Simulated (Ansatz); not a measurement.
**Computed properties of MgS (h-MgO type)**

All numbers come from Ansatz. The calculation is spin-unpolarised, and the structure need not be a phase that has been made.

The cell is MgS, h-MgO type; cell and atoms were relaxed with r2SCAN. It is hexagonal, P6_3/mmc (No. 194); conventional cell a = 4.296 Å, c = 5.285 Å, 21.11 Å³ an atom. Mg has 5 S at 2.48–2.64 Å; S has 5 Mg at 2.48–2.64 Å.

```yaml
crystal:
  lattice:
    - [4.29554, 0.00000, 0.00000]
    - [-2.14777, 3.72005, 0.00000]
    - [0.00000, 0.00000, 5.28509]
  atoms:
    - { symbol: Mg, position: [0.33333, 0.66667, 0.25000] }
    - { symbol: Mg, position: [0.66667, 0.33333, 0.75000] }
    - { symbol: S, position: [0.66667, 0.33333, 0.25000] }
    - { symbol: S, position: [0.33333, 0.66667, 0.75000] }
```

Relaxed lattice by functional, symmetry kept:

| functional | k mesh | a (Å) | c (Å) | volume (Å³/atom) |
| --- | --- | --- | --- | --- |
| PBE | 6×6×4 | 4.319 | 5.320 | 21.49 |
| r2SCAN | 6×6×4 | 4.296 | 5.285 | 21.11 |
| PBEsol | 6×6×4 | 4.291 | 5.256 | 20.95 |
| LDA | 6×6×4 | 4.249 | 5.200 | 20.32 |
| HSE06 | 6×6×4 | 4.294 | 5.284 | 21.10 |

On this one geometry the levels give:

| level | k mesh | gap (eV) | kind | edges | least direct gap (eV) | rough cost |
| --- | --- | --- | --- | --- | --- | --- |
| LDA | 12×12×6 | 2.72 | direct | Γ | 2.72 | 14 core-seconds |
| PBE | 12×12×6 | 3.00 | direct | Γ | 3.00 | 20 core-seconds |
| r2SCAN | 12×12×6 | 3.65 | direct | Γ | 3.65 | 30 core-seconds |
| HSE06 | 6×6×4 | 4.00 | direct | Γ | 4.00 | 5 core-minutes |
| DDH-PBE0 | 6×6×4 | 4.53 | direct | Γ | 4.53 | 7 core-minutes |
| PBE0 | 6×6×4 | 4.68 | direct | Γ | 4.68 | 5 core-minutes |
| r2SCAN0 | 6×6×4 | 5.05 | direct | Γ | 5.05 | 8 core-minutes |
| Hartree-Fock | 6×6×4 | 10.30 | direct | Γ | 10.30 | 7 core-minutes |
| G0W0@PBE (252 empty bands, 120 eV, 6×6×4) | 6×6×4 | 4.35 | – | Γ (mesh) | – | 13 core-minutes |

PBE: smearing of 0.02 eV; the others have fixed occupations.
Wave cutoffs: 420 eV, 500 eV (r2SCAN, r2SCAN0).
The G0W0 gap is PBE's gap over the path plus the quasiparticle shift read on the mesh. The G0W0 figures hold for the stated bands, cutoff and mesh and aren't extrapolated.
Costs come from shared machines and give only the order; PBE's includes the band path. The runs had 2 threads of Intel(R) Xeon(R) Processor @ 2.50GHz (Skylake/Cascade Lake) (shared host).

With HSE06 the gap is 4.00 eV and direct, at Γ.

Set against the finite-basis gap of 4.35 eV from G0W0@PBE (252 empty bands, 120 eV, 6×6×4), the closest functional is DDH-PBE0, which differs by +0.18 eV, at about 13 times r2SCAN's cost; G0W0 itself took about 23 times r2SCAN's cost. The others: PBE0 +0.33, HSE06 -0.35, r2SCAN0 +0.70, r2SCAN -0.70, PBE -1.35, LDA -1.63, Hartree-Fock +5.95 eV. The yardstick's own error is a tenth of an eV or more. r2SCAN covers 64 % of the step from PBE to HSE06, while HSE06 needs about 9 times r2SCAN's cost (on a coarser mesh). All these functionals give a gap of the same kind, direct.

r2SCAN (ground state on 6×6×4): ε∞: 3.88 along x and y, 4.37 along z. Born charges, averaged over directions: Mg +2.07, S -2.07 e. PBE (ground state on 6×6×4): ε∞: 4.18 along x and y, 4.77 along z. Born charges, averaged over directions: Mg +2.07, S -2.07 e.

On the PBEsol cell (a = 4.291 Å, c = 5.256 Å), with PBEsol: All optical modes at Γ are real, from 127 to 330 cm⁻¹ without the longitudinal term; this says nothing of other wave vectors. With the long-range field the highest mode reaches 424 cm⁻¹. By the program's warning the force constants, and with them frequencies and ε⁰, aren't converged on this mesh. ε∞: 4.28 along x and y, 4.88 along z. With the ions relaxed, ε⁰ is 7.1 along x and y, 18.9 along z. Born charges, averaged over directions: Mg +2.06, S -2.06 e.

The meshes of the hybrids are coarse, so their gaps aren't converged to the digits shown.
